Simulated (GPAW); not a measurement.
Write an ASE script for GPAW 26.7.0 that does the following.

| Property | Result |
| --- | --- |
| Task | band structure |
| Functional | LDA |
| Potentials or basis | the program's PAW data sets (release 1.2.1) made for this functional |
| Cutoff | 600 eV |
| Basis | pw |
| k mesh | 4 × 4 × 4 |
| Occupations | fermi-dirac, width 0.05 eV |
| Spin | no spin polarisation |
| Maxiter | 150 |
| Band path | GPZQGFP1Q1LZ |
| Band points | 60 |

Crystal: Si.

```
Si
1.0
     4.71324    2.72119    1.88400
    -4.71324    2.72119    1.88400
     0.00000   -5.44238    1.88400
Si
8
Direct
  0.51876 0.01710 0.71491
  0.28715 0.28715 0.28715
  0.71491 0.51876 0.01710
  0.48124 0.98290 0.28509
  0.28509 0.48124 0.98290
  0.71285 0.71285 0.71285
  0.98290 0.28509 0.48124
  0.01710 0.71491 0.51876
```

This isn't the form of Si at room conditions, which is diamond.

These files were run (other wordings do the same):

run.py

```python
from ase import Atoms
from ase.dft.bandgap import bandgap
from ase.io import write
from ase.units import GPa
from gpaw import GPAW, PW

atoms = Atoms(['Si', 'Si', 'Si', 'Si', 'Si', 'Si', 'Si', 'Si'],
              cell=[[4.7132352766, 2.7211876557, 1.8839989006],
                    [-4.7132352766, 2.7211876557, 1.8839989006],
                    [0.0, -5.4423753114, 1.8839989006]],
              scaled_positions=[[0.5187605, 0.01710242, 0.71491061],
                                [0.28715485, 0.28715485, 0.28715485],
                                [0.71491061, 0.5187605, 0.01710242],
                                [0.4812395, 0.98289758, 0.28508939],
                                [0.28508939, 0.4812395, 0.98289758],
                                [0.71284515, 0.71284515, 0.71284515],
                                [0.98289758, 0.28508939, 0.4812395],
                                [0.01710242, 0.71491061, 0.5187605]],
              pbc=True)

calc = GPAW(mode=PW(600),
            xc='LDA',
            kpts={'size': (4, 4, 4), 'gamma': True},
            occupations={'name': 'fermi-dirac', 'width': 0.05},
            nbands=32,
            convergence={'density': 1e-05, 'energy': 1e-05},
            maxiter=150,
            txt='gpaw.txt')
atoms.calc = calc
energy = atoms.get_potential_energy()
forces = atoms.get_forces()
stress = atoms.get_stress()
calc.write('gs.gpw')
write('result.traj', atoms)
print(f'Energy: {energy:.6f} eV')
print('Forces (eV/A):')
print(forces.round(4))
print('Stress (GPa):', (stress / GPa).round(3))
print('Fermi level:', round(calc.get_fermi_level(), 4), 'eV')
print(f'Gap: {bandgap(calc)[0]:.4f} eV, direct: {bandgap(calc, direct=True)[0]:.4f} eV')

path = atoms.cell.bandpath('GPZQGFP1Q1LZ', npoints=60, eps=1e-4)
bs_calc = calc.fixed_density(kpts=path, symmetry='off', nbands=56,
                             convergence={'bands': 'CBM+6.0', 'eigenstates': 1e-6}, txt='bands.txt')
bs = bs_calc.band_structure()
bs.write('bs.json')
print(f'Gap on the path: {bandgap(bs_calc)[0]:.4f} eV')
```

Potentials or basis: the program's PAW data sets (release 1.2.1) made for this functional, pw.

Command:

```bash
$ OMP_NUM_THREADS=1 python run.py
```

It gave:

- Pressure: -2.5 GPa
- Largest force: 0.122 eV/Å
- Band gap along the path: none (metal or under the smearing width)

Wall time 4.7 min on 1 thread of Intel(R) Xeon(R) Platinum 8259CL CPU @ 2.50GHz (Skylake/Cascade Lake), on a shared host, peak memory 0.62 GiB.
